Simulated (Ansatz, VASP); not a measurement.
# SiHg2: VASP beside Ansatz, part 2 of 2

Aim: how closely do two programs agree when they are given the same cell, functional and k mesh? The cell is generated by rule, not measured, and may not be a known phase. The cell is taken from a series of VASP runs on this material, whose earlier steps may have relaxed, scaled or displaced it; both programs get it as it stands.

VASP 6.6.1 and Ansatz 0.2.0.

So far. Step 2 (VASP: band structure, HSE06): The run ends at a pressure of 42.94 GPa.

The structure was built from a prototype and need not be the compound's stable phase.

### Step 3. Ansatz: band structure, HSE06

Level of this step: Ansatz beside VASP: Kohn-Sham DFT, plane waves, HSE06 (Ansatz).

Ansatz runs on its default PAW (the set named soft_2) files.

The same cell, functional, mesh and smearing now go to Ansatz, which takes its cutoff from its data sets.

File input.yaml:

```yaml
crystal:
  lattice:
    - [0.0, 2.92578, 2.92578]
    - [2.92578, 0.0, 2.92578]
    - [2.92578, 2.92578, 0.0]
  atoms:
    - { symbol: Si, position: [0.0, 0.0, 0.0] }
    - { symbol: Hg, position: [0.25, 0.25, 0.25] }
    - { symbol: Hg, position: [0.75, 0.75, 0.75] }
hamiltonian:
  xc: { exchange: pbe, correlation: pbe, exx: { coeff: 0.25, omega: 0.2 } }
  pseudopotentials: { kind: paw }
kpoints:
  mp_grid: { grid: [4, 4, 4] }
  band_path:
    path:
      - [0.0, 0.0, 0.0]
      - [0.5, 0.0, 0.5]
      - [0.5, 0.21429, 0.71429]
      - [0.41071, 0.33929, 0.75]
      - [0.16071, 0.16071, 0.32143]
      - [0.21429, 0.21429, 0.21429]
      - [0.55357, 0.39286, 0.55357]
      - [0.58929, 0.25, 0.66071]
      - [0.5, 0.28571, 0.71429]
      - [0.5, 0.5, 0.5]
      - [0.375, 0.375, 0.75]
      - [0.5, 0.0, 0.5]
    npoints: 1
scf:
  occupations: { method: gaussian, width: 0.02 }
  n_extra_bands: 7
output:
  forces: true
  stress: true
  eigenvalues: true
```

On the command line:

```console
ansatz run input.yaml --threads 4 --pin off --max-ram 9216MiB --backend cpu --events-out ev --progress --plain --runs-dir out
```

Numbers of over 12 decimals in the logs are rounded to 6 here.

What it wrote:

```text
Warning: output.stress: scf.convergence.dr2_threshold = 1e-7 eV (the SCF's general default) is looser than the 3e-10 eV advised for a printed stress (1e-10 eV for each atom of the cell: 3). What an SCF threshold leaves in a stress goes as its square root, and in the free energy as the threshold itself, and one threshold admits the most on a small cell: [figures from the program's tests cut] Set scf.convergence.dr2_threshold to 3e-10 eV or tighter. The threshold is an SCF's pass mark: one that does not reach it within its budget of iterations ends unconverged, or closes short of it on a stop that the run arms, and scf.convergence.dr2_threshold's page says what that costs each kind of run
Warning: output.stress: scf.exx.energy_threshold = 1e-6 eV is looser than the 3e-8 eV advised for a stress under a hybrid functional (1e-8 eV for each atom of the cell: 3). Every SCF of the exchange loop can meet its threshold on dr2 while the loop round them stops early: no threshold on dr2 bounds what that leaves in the stress. Set scf.exx.energy_threshold to 3e-8 eV or tighter. The threshold is the loop's pass mark: a loop that does not reach it within its budget of cycles ends unconverged, and scf.exx.energy_threshold's page has the law
scf.n_extra_bands = 7 over 22 filled bands (N_el = 44.0): the run solves 29 bands
Engine: ansatz 0.2.0, aarch64-unknown-linux-gnu
Pseudopotentials: kind: paw
Pseudopotential: Si, paw, valence charge 4, recommended cutoff 420 eV (normal), Si.paw.azcp
Pseudopotential: Hg, paw, valence charge 20, recommended cutoff 420 eV (normal), Hg.paw.azcp
Functional definition: unnamed
  parameter a_1 = 0.25
  parameter omega_1 = 0.2/angstrom
  exchange = pbe_x + (-a_1)*pbe_x_sr(omega_1) + a_1*exact_x_sr(omega_1)
  correlation = pbe_c
Crystal: 3 atoms, lattice volume = 50.090 Å³
Basis set: ecut = 420 eV, 941 PW (Γ), exchange–correlation on 60×60×60 points (8 copies of the dense FFT grid, shifted against one another)
Bands: 29, of which v1, the nominal top of the filled ones, is band 22 counted from 1 (21 counted from 0)
Symmetry: 48 space group operations
Space group: Fm-3m (ITA 225), of the structure as read, at distance tolerance 3.7e-5 Å
k-points: 8 of 64
Non-local potential: Si, projectors of the file, l = 0: 2, l = 1: 2, l = 2: 2
Non-local potential: Hg, projectors of the file, l = 0: 3, l = 1: 2, l = 2: 2, l = 3: 1
PAW form: soft (Blöchl's): semilocal exchange-correlation on the pseudo side does not see the compensation charge
PAW frozen core: Si, regenerated for the run's functional, and the local potential with it (the file was generated under x = pbe(κ = 0.804, μ = 0.219515), c = pbe(β = 0.066725))
PAW frozen core: Hg, regenerated for the run's functional, and the local potential with it (the file was generated under x = pbe(κ = 0.804, μ = 0.219515), c = pbe(β = 0.066725))
PAW one-centre angular grid: Si, 110 points (default); XC on 64 Gauss nodes
PAW one-centre angular grid: Hg, 590 points (default); XC on 64 Gauss nodes
Initial density: superposition of atomic densities (neutral atoms: chi_scale 0, normalization atom), corrected by the library's trained network
Initial wavefunctions: pseudopotential atomic-orbital guess
Functional: x = pbe(κ = 0.804, μ = 0.219515), c = pbe(β = 0.066725), warm-up for x = pbe(κ = 0.804, μ = 0.219515) + 0.25 (exact − pbe) at short range (hse, ω = 0.2 Å⁻¹), c = pbe(β = 0.066725)
SCF iter   1: F=—  HF=-28259.324196 eV  |F-HF|=—  |Δ(HF+E_count)|=         —  Δρ=4.17e-3  dr2=1.02e-2  ethr=1.77e-3  ⟨swp⟩=8.8  Hψ=1020  notcnv=0
preconditioner: auto → none  [insulator: Δε(μ)=0.222 eV  Ē_g=13.601 eV  σ=0.020 eV  W_gap=0.78  n_scr=14 (ndim 8)  ℏωp=27.8 eV  f_vac=0.021  D(μ)=6.40/eV (n_scr^D=112)]
SCF iter   2: F=—  HF=-28259.321404 eV  |F-HF|=—  |Δ(HF+E_count)|=   2.79e-3  Δρ=1.44e-3  dr2=1.23e-3  ethr=2.31e-5  ⟨swp⟩=4.5  Hψ=648  notcnv=0
iter 3 solved again at ethr=2.72e-7 eV; its pass at ethr=2.79e-6 eV (dr2=1.20e-4 eV) is discarded
SCF iter   3: F=—  HF=-28259.321180 eV  |F-HF|=—  |Δ(HF+E_count)|=   2.25e-4  Δρ=6.29e-4  dr2=1.20e-4  ethr=2.72e-7  ⟨swp⟩=2.0  Hψ=898  notcnv=0
SCF iter   4: F=—  HF=-28259.321209 eV  |F-HF|=—  |Δ(HF+E_count)|=   2.98e-5  Δρ=1.32e-4  dr2=7.06e-6  ethr=2.72e-7  ⟨swp⟩=2.8  Hψ=416  notcnv=0
SCF iter   5: F=—  HF=-28259.321213 eV  |F-HF|=—  |Δ(HF+E_count)|=   3.12e-6  Δρ=2.26e-5  dr2=1.21e-7  ethr=1.60e-8  ⟨swp⟩=3.0  Hψ=460  notcnv=0
SCF iter   6: F=—  HF=-28259.321213 eV  |F-HF|=—  |Δ(HF+E_count)|=   2.29e-7  Δρ=3.28e-6  dr2=4.26e-9  ethr=2.75e-10  ⟨swp⟩=3.2  Hψ=506  notcnv=0
SCF iter   7: F=-28259.321213 eV  HF=-28259.321213 eV  |F-HF|=2.55e-11  |Δ(HF+E_count)|=  1.53e-10  Δρ=2.77e-7  dr2=3.83e-11  ethr=9.69e-12  ⟨swp⟩=3.0  Hψ=519  notcnv=0
SCF 1 converged in 7 iterations: F = -28259.321213 eV  dr2 = 3.83e-11
  greatest PAW one-centre occupation: 1.000 electrons in one spin orbital (limit 2), on the Hg atom at site 2 (counted from 0), in its partial waves of l = 0
Initial density: handed on by an earlier stage of this run
Initial wavefunctions: those handed on with the density
Functional: x = pbe(κ = 0.804, μ = 0.219515) + 0.25 (exact − pbe) at short range (hse, ω = 0.2 Å⁻¹), c = pbe(β = 0.066725)
[...]
preconditioner: auto → none  [insulator: Δε(μ)=0.333 eV  Ē_g=15.437 eV  σ=0.020 eV  W_gap=0.63  n_scr=14 (ndim 8)  ℏωp=27.8 eV  f_vac=0.026  D(μ)=13.56/eV (n_scr^D=282)]
[...]
SCF iter   4: F=—  HF=-28266.412426 eV  |F-HF|=—  |Δ(HF+E_count)|=   2.14e-8  Δρ=4.80e-6  dr2=4.85e-9  ethr=2.72e-10  ⟨swp⟩=3.0  Hψ=487  notcnv=0
SCF iter   5: F=—  HF=-28266.412426 eV  |F-HF|=—  |Δ(HF+E_count)|=  4.37e-10  Δρ=4.90e-7  dr2=5.48e-11  ethr=1.10e-11  ⟨swp⟩=3.0  Hψ=481  notcnv=0
SCF iter   6: F=-28266.412426 eV  HF=-28266.412426 eV  |F-HF|=1.46e-11  |Δ(HF+E_count)|=  1.46e-11  Δρ=1.83e-7  dr2=5.33e-12  ethr=1.21e-12 (applied; sched 1.00e-12)  ⟨swp⟩=2.4  Hψ=412  notcnv=0
SCF 4 converged in 6 iterations: F = -28266.412426 eV  dr2 = 5.33e-12
  Residual-converged pass: ⟨swp⟩=4.1  Hψ=698  notcnv=0  max |occ|·‖R‖ = 9.4e-9 eV (tolerance 1.0e-8 eV)  dr2=5.24e-12  dr2_onsite=3.01e-13  max |Δocc| = 1.1e-12
hybrid outer 3: dexx = +3.294e-3 eV, tail = 2.23e-2 eV, Δε = 2.41e-2 eV (about 3.64e-2 eV left of the loop's levels), ΔF = 1.39e-17 eV/Å (tail 1.33e-16)
Exchange kernel: α = 0.2500, screened, ω = 0.2000 Å⁻¹, Wigner–Seitz truncation, v(0) = 1108.5630 eV·Å³, q-mesh 4×4×4, nearest image of the exchange supercell L = 16.55 Å, pair-density grid 18×18×18, without the augmentation charges, whose exchange is taken in its separable form by FFT convolution over the k-point mesh (sized by the pseudopotential files, 24×24×24 at the most), smooth part of the exact exchange by density-matrix convolution
Frozen-core exchange: fock
SCF iter   1: F=—  HF=-28266.415944 eV  |F-HF|=—  |Δ(HF+E_count)|=         —  Δρ=1.53e-4  dr2=9.77e-6  ethr=1.78e-5  ⟨swp⟩=2.1  Hψ=465  notcnv=0
preconditioner: auto → none  [insulator: Δε(μ)=0.274 eV  Ē_g=15.439 eV  σ=0.020 eV  W_gap=0.62  n_scr=14 (ndim 8)  ℏωp=27.8 eV  f_vac=0.026  D(μ)=13.41/eV (n_scr^D=282)]
SCF iter   2: F=—  HF=-28266.415944 eV  |F-HF|=—  |Δ(HF+E_count)|=   2.29e-7  Δρ=1.89e-5  dr2=2.19e-6  ethr=1.73e-8  ⟨swp⟩=3.9  Hψ=468  notcnv=0
SCF iter   3: F=-28266.415964 eV  HF=-28266.415964 eV  |F-HF|=6.40e-8  |Δ(HF+E_count)|=   1.95e-5  Δρ=2.17e-5  dr2=1.61e-7  ethr=1.84e-10  ⟨swp⟩=4.9  Hψ=711  notcnv=0
SCF 5 stopped early in 3 iterations: F = -28266.415964 eV  dr2 = 1.61e-7
hybrid outer 4: dexx = +2.147e-5 eV, tail = 2.13e-3 eV, Δε = 4.23e-2 eV (about 1.89e-2 eV left of the loop's levels)
Exchange kernel: α = 0.2500, screened, ω = 0.2000 Å⁻¹, Wigner–Seitz truncation, v(0) = 1108.5630 eV·Å³, q-mesh 4×4×4, nearest image of the exchange supercell L = 16.55 Å, pair-density grid 18×18×18, without the augmentation charges, whose exchange is taken in its separable form by FFT convolution over the k-point mesh (sized by the pseudopotential files, 24×24×24 at the most), smooth part of the exact exchange by density-matrix convolution
Frozen-core exchange: fock
SCF iter   1: F=—  HF=-28266.415948 eV  |F-HF|=—  |Δ(HF+E_count)|=         —  Δρ=1.40e-5  dr2=7.91e-7  ethr=4.42e-9  ⟨swp⟩=3.2  Hψ=560  notcnv=0
preconditioner: auto → none  [insulator: Δε(μ)=0.271 eV  Ē_g=15.440 eV  σ=0.020 eV  W_gap=0.62  n_scr=14 (ndim 8)  ℏωp=27.8 eV  f_vac=0.026  D(μ)=13.41/eV (n_scr^D=282)]
SCF iter   2: F=—  HF=-28266.415948 eV  |F-HF|=—  |Δ(HF+E_count)|=   4.66e-8  Δρ=1.79e-6  dr2=7.07e-7  ethr=2.29e-10  ⟨swp⟩=3.0  Hψ=511  notcnv=0
SCF iter   3: F=—  HF=-28266.415964 eV  |F-HF|=—  |Δ(HF+E_count)|=   1.57e-5  Δρ=1.59e-5  dr2=1.16e-7  ethr=2.40e-12 (applied; sched 2.03e-12)  ⟨swp⟩=5.0  Hψ=809  notcnv=0
SCF iter   4: F=-28266.415964 eV  HF=-28266.415964 eV  |F-HF|=0.00e0  |Δ(HF+E_count)|=   4.85e-8  Δρ=8.51e-7  dr2=5.78e-9  ethr=2.10e-12 (applied; sched 2.03e-12)  ⟨swp⟩=4.5  Hψ=701  notcnv=0
SCF 6 converged in 4 iterations: F = -28266.415964 eV  dr2 = 5.78e-9
  Residual-converged pass: ⟨swp⟩=2.0  Hψ=272  notcnv=0  max |occ|·‖R‖ = 1.9e-6 eV (tolerance 2.0e-6 eV)  dr2=5.78e-9  dr2_onsite=3.81e-11  max |Δocc| = 1.5e-12
hybrid outer 5: dexx = +2.242e-9 eV, tail = 2.40e-8 eV, Δε = 1.78e-4 eV (about 3.60e-4 eV left of the loop's levels)
NSCF: frozen V_eff on 12 k-points
hybrid SCF converged: 5 outer / 28 inner (+7 warm-up), last move |dexx| = 2.24e-9 eV, tail = 2.40e-8 eV
Stability not checked: this state was not tested for a lower state beside it, because the functional holds exact exchange (a hybrid, or Hartree-Fock), whose exchange loop this test does not read (fock_operator; see scf.lower_state_search)
Free energy (F): -28266.415964 eV
Frozen-core exchange: fock
Harris-Foulkes:  -28266.415964 eV  (|F-HF|=0.00e0)
Internal energy: -28266.413283 eV  (E = F + TS)
E sigma→0 (E₀):  -28266.414623 eV
Entropy (-TS):   -0.002681 eV (-0.894 meV/atom)
Fermi energy:    19.223783 eV
--- Per-component energies (eV) ---
  E_band       = -740.232720
  E_kinetic    = 1264.213273
  E_local      = -4993.906167  (includes V_loc(G=0)·N_el)
  E_nonlocal   = 170.551554
  E_hartree    = 2198.459849
  E_xc         = -402.449032
  E_vxc        = -461.592184  (∫ρ·V_xc dr)
  E_exx        = -162.542287  (= α·E_x^exact, valence–valence)
  E_paw        = -20345.345243  (= ΣΔE_a)
  E_vpaw       = -791.337149  (= ΣTr[D̂ρ^β])
  E_aug_tail   = 0.001867  (compensation charges beyond the density's cutoff)
  E_ewald      = -5991.674075
  E_core_change = -3.723021  (= ΣΔE_core)
  E_smearing   = -0.002681  (= −TS)
  E_closure    = 0.000000  (closes the sum)
  Σ components = -28266.415964   (vs F -28266.415964, Δ=0.00e0)
--- Forces (eV/Å), atoms counted from 1 ---
  atom   1  Si    -0.00000000     0.00000000    -0.00000000
  atom   2  Hg     0.00000000     0.00000000     0.00000000
  atom   3  Hg     0.00000000    -0.00000000     0.00000000
  max |Σ_I F_I| component: 3.24e-17 eV/Å
--- Stress (GPa, compression-positive) ---
       41.705754       0.000000       0.000000
        0.000000      41.705754       0.000000
        0.000000       0.000000      41.705754
  P = ⅓ Tr σ = 41.7058 GPa (417.058 kbar)
--- Band table (eV; the first three rows and the last of 8) ---
  k-point 0: bands = [... 18 lower, 10.6536, 19.9828, 20.2427, 20.2427, 20.2427, 20.8472, 20.8472, 20.8472, ... 3 higher]
  k-point 1: bands = [... 18 lower, 9.9198, 14.3383, 19.2283, 19.2283, 19.3345, 22.2078, 22.2078, 23.6513, ... 3 higher]
  k-point 2: bands = [... 18 lower, 9.4590, 9.9177, 18.8243, 18.8243, 18.9583, 22.3576, 22.3576, 24.4449, ... 3 higher]
  k-point 7: bands = [... 18 lower, 11.6382, 12.8027, 12.8027, 13.1778, 22.4943, 22.4943, 24.0346, 24.2240, ... 3 higher]
```

The job ended after 21 s (4 threads of Arm Neoverse V2, shared host; peak memory 0.72 GiB).

### Step 4. Side by side

Known differences besides the potentials themselves: exact exchange at q = 0 is treated differently, which shows on coarse meshes; VASP keeps PBE cores, Ansatz makes them for the functional; the data sets hold 44 valence electrons in Ansatz (default PAW (the set named soft_2) files) and 28 in VASP; the cutoff is 420 eV in Ansatz and 400 eV in VASP; VASP takes a coarser grid for exact exchange (PRECFOCK = Fast). Total energies have different zeros and are not compared.

The two programs side by side:

```tsv
quantity	Ansatz	VASP	difference
pressure (GPa)	41.71	42.94	-1.24
pressure without Ansatz's Pulay correction (GPa)	41.58	42.94	-1.36
```

Levels from 3 eV below to 2 eV above the Fermi level differ by 54 meV r.m.s. and 117 meV at most; each VASP level is matched to the nearest of Ansatz, which flatters the figure a little. Ansatz's pressure holds a Pulay correction of 0.13 GPa; VASP's holds none.

### Step 5. Summary of results

```json
{"r.m.s. difference of levels near the Fermi level (band structure, HSE06)": "54 meV", "difference in pressure (band structure, HSE06)": "-1.2 GPa"}
```

What this shows: The difference in pressure is -1.2 GPa (band structure, HSE06), beyond the 1 GPa picked in this series as the mark of a large difference. How closely two codes agree says nothing of how well the functional describes the real material.

[Lines on the potential files, build, host, timing and source positions are cut from VASP's logs without a mark.]

[Logs are printed without paths, hosts, clocks, repeated set-up lines and the standing remarks that a program may print on its own settings, such as how far it seeks lower states.]

[Hosts, paths, dates, database ids (printed as entryN), source tags and the programs' standing remarks are cut or masked in the printed files.]
